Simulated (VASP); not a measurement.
# Si (P6_3/mmc) in VASP: a series of runs, part 2 of 2

VASP 6.6.1. Earlier steps stand in the parts before.

### 3 Relaxation of cell and atoms, LDA

This run uses another cell than the first one, of 20.13 Å³/atom, 1.022 times its volume.

INCAR

```
SYSTEM = Si
PREC = Accurate
ENCUT = 600
EDIFF = 1E-6
ISMEAR = 0
SIGMA = 0.02
LREAL = .FALSE.
LASPH = .TRUE.
NELM = 100
ALGO = Normal
ISIF = 3
LWAVE = .FALSE.
LCHARG = .FALSE.
GGA = CA
IBRION = 2
NSW = 100
EDIFFG = -0.002
```

KPOINTS

```
regular mesh
0
G
  12 12 6
  0 0 0
```

POSCAR

```
Si
1.0
    3.8313174600      0.0000000000      0.0000000000
   -1.9156587300      3.3180182500      0.0000000000
    0.0000000000      0.0000000000      6.3326220000
Si
4
Direct
    0.3333333300      0.6666666700      0.0630095000
    0.6666666700      0.3333333300      0.5630095000
    0.3333333300      0.6666666700      0.4369905000
    0.6666666700      0.3333333300      0.9369905000
```

Potentials or basis: VASP PAW LDA potentials, release 64 (Si).

Launch:

```console
$ cat potpaw_LDA.64/Si/POTCAR > POTCAR
$ mpirun -np 1 vasp_std > vasp.out
```

OUTCAR:

```text
SYSTEM = Si
   PREC = Accurate
   ENCUT = 600
   EDIFF = 1E-6
   ISMEAR = 0
   LREAL = .FALSE.
   LASPH = .TRUE.
   NELM = 100
   ISIF = 3
   GGA = CA
   IBRION = 2
   NSW = 100
   EDIFFG = -0.002

 ion  position               nearest neighbor table
   1  0.333  0.667  0.063-   4 2.35   4 2.35   4 2.35   3 2.37
   2  0.667  0.333  0.563-   3 2.35   3 2.35   3 2.35   4 2.37
   3  0.333  0.667  0.437-   2 2.35   2 2.35   2 2.35   1 2.37
   4  0.667  0.333  0.937-   1 2.35   1 2.35   1 2.35   2 2.37

  LATTYP: Found a hexagonal cell.
 ALAT       =     3.8313174600
 C/A-ratio  =     1.6528575526

  Lattice vectors:

 A1 = (   3.8313174600,   0.0000000000,   0.0000000000)
 A2 = (  -1.9156587300,   3.3180182500,   0.0000000000)
 A3 = (   0.0000000000,   0.0000000000,   6.3326220000)

Analysis of symmetry for initial positions (statically):
=====================================================================
 Subroutine PRICEL returns:
 Original cell was already a primitive cell.

 Routine SETGRP: Setting up the symmetry group for a
 hexagonal supercell.

 Subroutine GETGRP returns: Found 24 space group operations
 (whereof 12 operations were pure point group operations)
 out of a pool of 24 trial point group operations.

The static configuration has the point symmetry D_3d.
 The point group associated with its full space group is D_6h.

Analysis of symmetry for dynamics (positions and initial velocities):
=====================================================================
 Subroutine PRICEL returns:
 Original cell was already a primitive cell.

 Routine SETGRP: Setting up the symmetry group for a
 hexagonal supercell.

 Subroutine GETGRP returns: Found 24 space group operations
 (whereof 12 operations were pure point group operations)
 out of a pool of 24 trial point group operations.

The dynamic configuration has the point symmetry D_3d.
 The point group associated with its full space group is D_6h.

 Subroutine INISYM returns: Found 24 space group operations
[... 144 lines left out ...]

 Free energy of the ion-electron system (eV)
  ---------------------------------------------------
  ext. energy  EPLUGINS =         0.00000000
  ---------------------------------------------------
  free energy    TOTEN  =       -23.78988458 eV

  energy without entropy =      -23.78988458  energy(sigma->0) =      -23.78988458

------------------------ aborting loop because EDIFF is reached ----------------------------------------

  FORCE on cell =-STRESS in cart. coord.  units (eV):
  Direction    XX          YY          ZZ          XY          YZ          ZX
  --------------------------------------------------------------------------------------
  -------------------------------------------------------------------------------------
  Total       -1.0250500     -1.0250500     -0.9591777     -0.0000000      0.0000000      0.0000000
  in kB      -20.4007043    -20.4007043    -19.0897029     -0.0000000      0.0000000      0.0000000
  external PRESSURE =     -19.9637038 kB  Pullay stress =       0.0000000 kB
[... 215 lines left out ...]
--------------------------------------- Ionic step        7  -------------------------------------------

 number of electron      16.0000000 magnetization

 Free energy of the ion-electron system (eV)
  ---------------------------------------------------
  ext. energy  EPLUGINS =         0.00000000
  ---------------------------------------------------
  free energy    TOTEN  =       -23.80084364 eV

  energy without entropy =      -23.80084364  energy(sigma->0) =      -23.80084364

 E-fermi :   6.2996     XC(G=0):  -9.6634

 val. band max:        6.2023415968   @ k =   0.0000   0.0000   0.0000
 cond. band min:       6.4727457421   @ k =   0.5000   0.0000   0.0000
 fundamental gap:      0.2704041453
 Fermi energy:         6.2995771020

 k-point     1 :       0.0000    0.0000    0.0000
  band No.  band energies     occupation
      1      -6.1466      2.00000
      2      -3.8076      2.00000
      3      -1.1488      2.00000
      4       4.6587      2.00000
      5       4.6587      2.00000
      6       5.8336      2.00000
      7       6.2023      2.00000
      8       6.2023      2.00000
      9       7.1962      0.00000
     10       8.1531      0.00000
     11       8.1531      0.00000
     12       8.5024      0.00000
[... 331 lines left out ...]
 k-point    24 :       0.3333    0.0000    0.1667
  band No.  band energies     occupation
      1      -4.7931      2.00000
      2      -2.8958      2.00000
      3      -0.8826      2.00000
      4       1.4019      2.00000
      5       1.5003      2.00000
      6       3.4382      2.00000
      7       4.3028      2.00000
      8       4.8267      2.00000
      9       6.8062      0.00000
     10       8.1046      0.00000
     11       8.7068      0.00000
     12       9.7026      0.00000

 [... further k-points ...]

------------------------ aborting loop because EDIFF is reached ----------------------------------------

  FORCE on cell =-STRESS in cart. coord.  units (eV):
  Direction    XX          YY          ZZ          XY          YZ          ZX
  --------------------------------------------------------------------------------------
  -------------------------------------------------------------------------------------
  Total       -0.0039951     -0.0039951      0.0044029      0.0000000      0.0000000      0.0000000
  in kB       -0.0812483     -0.0812483      0.0895417      0.0000000      0.0000000      0.0000000
  external PRESSURE =      -0.0243183 kB  Pullay stress =       0.0000000 kB
[... 19 lines left out ...]
  FREE ENERGIE OF THE ION-ELECTRON SYSTEM (eV)
  ---------------------------------------------------
  free  energy   TOTEN  =       -23.8008436370 eV

  energy  without entropy=      -23.8008436370  energy(sigma->0) =      -23.80084364

 reached required accuracy - stopping structural energy minimisation
```

OSZICAR:

```text
N       E                     dE             d eps       ncg     rms          rms(c)
DAV:   1     0.347527447886E+02    0.34753E+02   -0.66807E+03  1824   0.122E+03
DAV:   2    -0.215474417666E+02   -0.56300E+02   -0.51946E+02  2472   0.153E+02
DAV:   3    -0.242542984581E+02   -0.27069E+01   -0.26340E+01  2396   0.322E+01
DAV:   4    -0.243066115308E+02   -0.52313E-01   -0.52145E-01  2232   0.537E+00
[... 38 lines left out ...]
DAV:   2    -0.238008403874E+02    0.93139E-07   -0.88197E-07  1124   0.697E-03
   6 F= -.23800840E+02 E0= -.23800840E+02  d E =-.131571E-04
       N       E                     dE             d eps       ncg     rms          rms(c)
DAV:   1    -0.238008469048E+02   -0.64242E-05   -0.74616E-05  1956   0.544E-02    0.747E-03
DAV:   2    -0.238008445603E+02    0.23445E-05   -0.43123E-06  2208   0.149E-02    0.370E-03
DAV:   3    -0.238008436370E+02    0.92334E-06   -0.22577E-06  1484   0.929E-03
   7 F= -.23800844E+02 E0= -.23800844E+02  d E =-.324953E-05
```

CONTCAR:

```text
Si
   1.00000000000000
     3.8028028213193363    0.0000000000000000   -0.0000000000000000
    -1.9014014106596682    3.2933238485300200   -0.0000000000000000
     0.0000000000000000   -0.0000000000000000    6.2904819683059516
  Si
     4
Direct
     0.3333333300000021    0.6666666699999979    0.0630395843110977
     0.6666666699999979    0.3333333300000021    0.5630395843110976
     0.3333333300000021    0.6666666699999979    0.4369604156889023
     0.6666666699999979    0.3333333300000021    0.9369604156889024

  0.00000000E+00  0.00000000E+00  0.00000000E+00
  0.00000000E+00  0.00000000E+00  0.00000000E+00
  0.00000000E+00  0.00000000E+00  0.00000000E+00
  0.00000000E+00  0.00000000E+00  0.00000000E+00
```

Run time: 1.7 min. Hardware: 1 thread of Intel Xeon Platinum 8488C (Sapphire Rapids), shared host; peak memory 0.22 GiB.

Results:

* Free energy: -23.8008 eV
* Relaxed volume: 19.70 Å³/atom
* Relaxed cell: a = 3.803 Å, b = 3.803 Å, c = 6.290 Å, α = 90.00°, β = 90.00°, γ = 120.00°
* Space group after relaxing (to 0.05 Å): P6_3/mmc (No. 194)
* Energy gained by relaxing: 2.7 meV/atom
* Ionic steps: 7
* Pressure after relaxing: 0.0 GPa
* Band gap on the k mesh: 0.27 eV, indirect (least direct gap 0.99 eV)

Step by step:
| step | energy change (eV) | largest force (eV/Å) | pressure (GPa) | volume (Å³) |
| --- | --- | --- | --- | --- |
| 1 | 0.0000 | 0.0126 | -2.00 | 80.50 |
| 2 | -0.0056 | 0.0281 | 1.49 | 77.62 |
| 3 | -0.0109 | 0.0107 | 0.00 | 78.78 |
| 4 | -0.0109 | 0.0112 | 0.04 | 78.75 |
| 5 | -0.0110 | 0.0018 | -0.02 | 78.80 |
| 6 | -0.0110 | 0.0013 | -0.02 | 78.79 |
| 7 | -0.0110 | 0.0002 | 0.00 | 78.78 |

Final structure:
```
Si
1.0
     3.80280    0.00000    0.00000
    -1.90140    3.29332    0.00000
     0.00000    0.00000    6.29048
Si
4
Direct
  0.33333 0.66667 0.06304
  0.66667 0.33333 0.56304
  0.33333 0.66667 0.43696
  0.66667 0.33333 0.93696
```

Levels at points of the mesh, in eV from the valence-band top:
| k point | band 6 | band 7 | band 8 | band 9 | band 10 | band 11 |
| --- | --- | --- | --- | --- | --- | --- |
| (0.00, 0.00, 0.00) | -0.37 | 0.00 | 0.00 | 0.99 | 1.95 | 1.95 |
| (0.50, 0.00, 0.00) | -3.12 | -3.10 | -1.46 | 0.27 | 2.29 | 2.87 |
| (0.00, 0.00, 0.50) | -0.94 | -0.94 | -0.94 | 1.78 | 1.78 | 2.94 |
| (0.50, 0.00, 0.50) | -2.51 | -2.47 | -2.47 | 0.80 | 0.80 | 1.55 |

A k mesh can miss the band edges.

### 4 Single point, LDA

This run uses another cell than the first one, of 20.13 Å³/atom, 1.022 times its volume.

INCAR

```
PREC = Accurate
ENCUT = 520
EDIFF = 1E-6
ISMEAR = 0
SIGMA = 0.1
LREAL = F
LASPH = T
NELM = 100
ALGO = Normal
ISIF = 2
LWAVE = F
LCHARG = F
GGA = CA
NBANDS = 16
```

KPOINTS

```
Automatic mesh
0
Gamma
  6 6 4
```

POSCAR is that of step 3.

Launch:

```console
$ cat potpaw_LDA.64/Si/POTCAR > POTCAR
$ mpirun -np 1 vasp_std > vasp.out
```

Wall time 11 s (1 thread of Intel Xeon Platinum 8488C (Sapphire Rapids), shared host); peak memory 0.15 GiB.

The run converged. Its results:

```yaml
Free_energy: -23.7617 eV
Pressure: -2.0 GPa
Largest_force: 0.022 eV/Å
Band_gap_on_the_k_mesh: 0.31 eV, indirect (least direct gap 0.92 eV)
```

Forces on the atoms (eV/Å):
```
Si   0.000  0.000 -0.022
Si   0.000  0.000 -0.022
Si   0.000  0.000  0.022
Si   0.000  0.000  0.022
```

Stress tensor (GPa, compression positive):
```
-1.90  0.00  0.00
 0.00 -1.90  0.00
 0.00  0.00 -2.06
```

Levels at points of the mesh, in eV from the valence-band top:
| k point | band 6 | band 7 | band 8 | band 9 | band 10 | band 11 |
| --- | --- | --- | --- | --- | --- | --- |
| (0.00, 0.00, 0.00) | -0.35 | 0.00 | 0.00 | 0.92 | 1.96 | 1.96 |
| (0.50, 0.00, 0.00) | -3.05 | -3.02 | -1.44 | 0.31 | 2.26 | 2.89 |
| (0.00, 0.00, 0.50) | -0.92 | -0.92 | -0.92 | 1.71 | 1.71 | 2.94 |
| (0.50, 0.00, 0.50) | -2.46 | -2.42 | -2.42 | 0.80 | 0.80 | 1.59 |

### 5 Overview

```tsv
task	cell	k mesh	cutoff (eV)	smearing	gap on the mesh (eV)	pressure (GPa)
single point	P6_3/mmc, 19.69 Å³/atom	12 × 12 × 6	520	gaussian 0.02 eV	0.27	0.0
relaxation of cell and atoms	relaxed	12 × 12 × 6	600	gaussian 0.02 eV	0.27	0.0
single point	P6_3/mmc, 20.13 Å³/atom	6 × 6 × 4	520	gaussian 0.1 eV	0.31	-2.0
```

Alike in all rows: level LDA; potentials or basis VASP PAW LDA potentials, release 64 (Si); no spin polarisation.

Total energies depend on the potentials used, so only differences within one code and one set of settings carry meaning.
